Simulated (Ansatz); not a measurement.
HfN:

```xyz
2
Lattice="0.0000 2.4548 2.4548 2.4548 0.0000 2.4548 2.4548 2.4548 0.0000" Properties=species:S:1:pos:R:3 pbc="T T T"
Hf    0.0000    0.0000    0.0000
N     1.2274    1.2274    1.2274
```

The cell comes from a database or a generator and needn't be the stable form of this composition.

- Program: Ansatz 0.2.0
- Task: relaxation of cell and atoms
- Functional: LDA
- Potentials or basis: Ansatz PAW
- Cutoff: 420 eV (not typed: the program's choice for these potentials)
- k mesh: 9 × 9 × 9
- Occupations: fermi-dirac, width 0.05 eV
- Spin: no spin polarisation
- Hubbard terms: Hf d U = 1 eV

At the start: volume 14.79 Å³/atom.

Problem. Where does the relaxation end?

Solution. It ends after 7 steps and the volume is 14.16 Å³/atom (-4.3 %); space group F-43m (No. 216, to 0.05 Å).

The path:
| step | energy change (eV) | largest force (eV/Å) | volume (Å³) |
| --- | --- | --- | --- |
| 1 | 0.0000 | 0.0000 | 29.59 |
| 2 | -0.0350 | 0.0000 | 27.96 |
| 3 | -0.0372 | 0.0000 | 28.37 |
| 4 | -0.0373 | 0.0000 | 28.34 |
| 5 | -0.0341 | 0.0000 | 28.34 |
| 6 | -0.0342 | 0.0000 | 28.32 |
| 7 | -0.0342 | 0.0000 | 28.32 |

Final structure:
```
Hf N
1.0
     0.00000    2.41930    2.41930
     2.41930    0.00000    2.41930
     2.41930    2.41930    0.00000
Hf N
1 1
Direct
  0.00000 0.00000 0.00000
  0.25000 0.25000 0.25000
```

Caveat: the plane-wave basis is chosen anew once the cell has moved, so the energies of steps on either side of that aren't comparable; the pressure holds a Pulay correction of +0.5 GPa for the finite cutoff; U without spin polarisation on a metal has little footing; the PAW data sets come from PBE, with cores solved anew for the run's functional, which leaves a small shift of forces and pressure.
